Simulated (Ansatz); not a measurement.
A run of Ansatz 0.2.0 is set up as follows.

Contents of run.py:

```python
import json

import ase.io
import numpy as np
from ase.calculators.calculator import CalculationFailed, Calculator
from ase.stress import full_3x3_to_voigt_6_stress
from ase.units import GPa
from ase.eos import EquationOfState

import ansatz as az

class AnsatzCalculator(Calculator):
    implemented_properties = ["energy", "free_energy", "forces", "stress", "magmom"]

    def calculate(self, atoms, properties, system_changes):
        super().calculate(atoms, properties, system_changes)
        structure = atoms.copy()
        structure.set_constraint()
        structure.set_momenta(None)
        structure.set_masses(None)
        outcome = (
            az.Crystal.from_ase(structure)
            .calculation()
            .basis(xc_grid=2)
            .kpoints(8, 8, 8)
            .functional(exchange="slater", correlation="vwn5")
            .pseudopotentials(kind="nc", accuracy="stringent")
            .scf(tolerance=2e-10)
            .occupations(method="fermi_dirac", width=0.15)
            .forces()
            .stress()
            .run(threads=2)
        )
        if not outcome.report["converged"]:
            raise CalculationFailed("SCF not converged")
        report = outcome.report
        self.results = {
            "free_energy": report["lagrangian_ev"],
            "energy": report["lagrangian_ev"],
            "forces": np.array(report["forces_ev_ang"]),
            "stress": -GPa * full_3x3_to_voigt_6_stress(report["stress_gpa"]),
            "magmom": report["magnetization_mub"],
        }

np.set_printoptions(precision=5, suppress=True, linewidth=110)
atoms = ase.io.read("POSCAR", format="vasp")
atoms.calc = AnsatzCalculator()
cell = atoms.cell.copy()
volumes, energies = [], []
for x in (0.94, 0.96, 0.98, 1.0, 1.02, 1.04, 1.06):
    atoms.set_cell(cell * x ** (1 / 3), scale_atoms=True)
    volumes.append(atoms.get_volume() / len(atoms))
    energies.append(atoms.get_potential_energy() / len(atoms))
    print(f"x {x:.2f}  V = {volumes[-1]:.4f} A^3/atom  E = {energies[-1]:.6f} eV/atom  P = {-atoms.get_stress()[:3].mean() / GPa:.3f} GPa")
v0, e0, b0 = EquationOfState(volumes, energies, eos="birch").fit()
print(f"V0 = {v0:.4f} A^3/atom, E0 = {e0:.6f} eV/atom, B0 = {b0 / GPa:.2f} GPa")
```

Contents of POSCAR:

```
SnSe
1.0
    0.0000000000      3.0496098055      3.0496098055
    3.0496098055      0.0000000000      3.0496098055
    3.0496098055      3.0496098055      0.0000000000
Sn Se
1 1
Direct
    0.0000000000      0.0000000000      0.0000000000
    0.5000000000      0.5000000000      0.5000000000
```

Potentials or basis: PseudoDojo stringent.

Run with:

```console
$ python run.py
```

Q: Predict the bulk modulus.

A: 60 GPa (rough).

Q: What does it give for the equilibrium volume?

A: 25.58 Å³/atom (rough: see the caveat).

Energy against volume, from the lowest point:
```
volume (Å³/atom)  energy (meV/atom)
          26.660               0.00
          27.227               9.81
          27.795              22.96
          28.362              39.06
          28.929              57.79
          29.496              78.85
          30.063             101.97
```

Caveat: the minimum lies outside the volumes run; the potentials were made for another functional, which shifts forces and pressure.
